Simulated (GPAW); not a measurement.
Set up this calculation in GPAW 26.7.0, as an ASE script.

- Task: equation of state
- Functional: LDA
- Potentials or basis: the program's PAW data sets (release 1.2.1) made for this functional
- Cutoff: 600 eV
- Basis: pw
- k mesh: 7 × 7 × 7
- Occupations: fermi-dirac, width 0.05 eV
- Spin: no spin polarisation
- Maxiter: 150
- Eos scales: [0.94, 0.96, 0.98, 1.0, 1.02, 1.04, 1.06]

The structure of K lies in K.xyz:

```xyz
1
Lattice="-2.6975585167 2.6975585167 2.6975585167 2.6975585167 -2.6975585167 2.6975585167 2.6975585167 2.6975585167 -2.6975585167" Properties=species:S:1:pos:R:3 pbc="T T T"
K      0.0000000000      0.0000000000      0.0000000000
```

One way to write it, as run:

run.py

```python
from ase.eos import EquationOfState
from ase.io import Trajectory, read
from ase.units import GPa
from gpaw import GPAW, PW

atoms = read('K.xyz')

traj = Trajectory('eos.traj', 'w')
volumes, energies = [], []
for x in [0.94, 0.96, 0.98, 1.0, 1.02, 1.04, 1.06]:
    a = atoms.copy()
    a.set_cell(atoms.cell * x**(1 / 3), scale_atoms=True)
    calc = GPAW(mode=PW(600),
                xc='LDA',
                kpts={'size': (7, 7, 7), 'gamma': True},
                occupations={'name': 'fermi-dirac', 'width': 0.05},
                nbands=11,
                convergence={'density': 1e-05, 'energy': 1e-05},
                maxiter=150,
                txt=f'eos-{x:.2f}.txt')
    a.calc = calc
    energies.append(a.get_potential_energy(force_consistent=True))
    volumes.append(a.get_volume())
    p = -a.get_stress()[:3].mean() / GPa
    calc.write(f'eos-{x:.2f}.gpw')
    traj.write(a)
    print(f'{x:.2f} {volumes[-1]:10.4f} A^3 {energies[-1]:14.6f} eV {p:9.3f} GPa', flush=True)

v0, e0, B = EquationOfState(volumes, energies, eos='birchmurnaghan').fit()
print(f'V0 = {v0:.4f} A^3, E0 = {e0:.6f} eV, B0 = {B / GPa:.2f} GPa')
```

Potentials or basis: the program's PAW data sets (release 1.2.1) made for this functional, pw.

Run with:

```console
$ OMP_NUM_THREADS=1 python run.py
```

Results of the run:

```
Equilibrium volume : outside the volumes run
```

It took 63 s on 1 thread of Arm Neoverse V1, with other jobs on the host, peak memory 0.23 GiB.
